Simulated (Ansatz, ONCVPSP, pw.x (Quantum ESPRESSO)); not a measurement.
pw.x on fcc Cs: one setting changed

Potential: optimised norm-conserving Vanderbilt (ONCV), ONCVPSP 4.0.1.1 (patched build), PBE; core [Kr] 4d10 5s2, reference 5p6 6s1; waves: 6s: rc 4.00 bohr, ncon 5, nbas 10, qcut 1.4 1/bohr, 2 projectors, debl 2.7 Ha; 5p: rc 2.45 bohr, ncon 4, nbas 7, qcut 7.1 1/bohr, 1 projector; d scattering state at 0.39 Ha: rc 4.25 bohr, ncon 4, nbas 7, qcut 2.5 1/bohr, 2 projectors, debl 0.3 Ha; local part: polynomial inside 1.95 bohr (lpopt 2, dvloc0 0 Ha); core correction: polynomial model core, fcfact 0.7. In the d channel the program set the typed energies aside and used 0.050, 0.350 Ha.

The reference run (k-mesh 8³, cutoffs 50/200 Ry, Fermi–Dirac 0.01 Ry, mixing_beta 0.4, conv_thr 1e-9, no spin) gives -0.01 GPa at 117.544 Å³/atom, where all-electron LAPW gives -0.00 GPa. This run, with its own iteration cap, changes ecutrho/ecutwfc to 3.

```
&control
  calculation='scf', prefix='x', pseudo_dir='./', outdir='./tmp', tstress=.true., disk_io='none'
/
&system
  ibrav=0, nat=1, ntyp=1, ecutwfc=50, ecutrho=150, nbnd=11,
  occupations='smearing', smearing='fd', degauss=0.01
/
&electrons
  conv_thr=1e-09, mixing_beta=0.4, electron_maxstep=50
/
ATOMIC_SPECIES
Cs 1.0 Cs.UPF
CELL_PARAMETERS angstrom
  0.00000000 3.88797524 3.88797524
  3.88797524 0.00000000 3.88797524
  3.88797524 3.88797524 0.00000000
ATOMIC_POSITIONS crystal
Cs 0.0000 0.0000 0.0000
K_POINTS automatic
8 8 8 0 0 0
```

```bash
pw.x < Cs.scf.in > Cs.scf.out
```

Problem. How does the run end?

Solution. It converges in 7 iterations; the free energy moves by +0.0 meV/atom and the pressure by +0.00 GPa. Below 4 the density is truncated and F is no longer variational, so a small shift in one case is no licence.

```
Message from routine set_cutoff:
     ecutrho < 4*ecutwfc, are you sure?
     Message from routine setup:
     using ibrav=0 with symmetry is DISCOURAGED, use correct ibrav instead
     lattice parameter (alat)  =      10.3905  a.u.
     unit-cell volume          =     793.2262 (a.u.)^3
     number of electrons       =         7.00
     number of Kohn-Sham states=           11
     kinetic-energy cutoff     =      50.0000  Ry
     charge density cutoff     =     150.0000  Ry
     scf convergence threshold =      1.0E-09
     Exchange-correlation= PBE
     number of k points=    29  Fermi-Dirac smearing, width (Ry)=  0.0100
     iteration #  1     ecut=    50.00 Ry     beta= 0.40
     total energy              =     -34.33646402 Ry
     estimated scf accuracy    <       0.00117158 Ry
     iteration #  2     ecut=    50.00 Ry     beta= 0.40
     total energy              =     -34.33648845 Ry
     estimated scf accuracy    <       0.00027225 Ry
     iteration #  3     ecut=    50.00 Ry     beta= 0.40
     total energy              =     -34.33653490 Ry
     estimated scf accuracy    <       0.00001943 Ry
     iteration #  4     ecut=    50.00 Ry     beta= 0.40
     total energy              =     -34.33653650 Ry
     estimated scf accuracy    <       0.00000013 Ry
     iteration #  5     ecut=    50.00 Ry     beta= 0.40
     total energy              =     -34.33653655 Ry
     estimated scf accuracy    <       0.00000005 Ry
     iteration #  6     ecut=    50.00 Ry     beta= 0.40
     c_bands:  1 eigenvalues not converged
     total energy              =     -34.33653656 Ry
     estimated scf accuracy    <       0.00000002 Ry
     iteration #  7     ecut=    50.00 Ry     beta= 0.40
     the Fermi energy is     1.6477 ev
!    total energy              =     -34.33653656 Ry
     estimated scf accuracy    <          1.0E-11 Ry
     smearing contrib. (-TS)   =      -0.00548896 Ry
     The total energy is F=E-TS. E is the sum of the following terms:
     one-electron contribution =      -7.40358293 Ry
     hartree contribution      =       5.04231919 Ry
     xc contribution           =     -16.68110339 Ry
     ewald contribution        =     -15.28868047 Ry
     convergence has been achieved in   7 iterations
          total   stress  (Ry/bohr**3)                   (kbar)     P=       -0.08
     Message from routine punch:
     Nothing written, as per user request (disk_io='none')
```

The run took about 42 s on one core of a shared host (Neoverse-N1, 64 threads, 124 GiB, load 50).
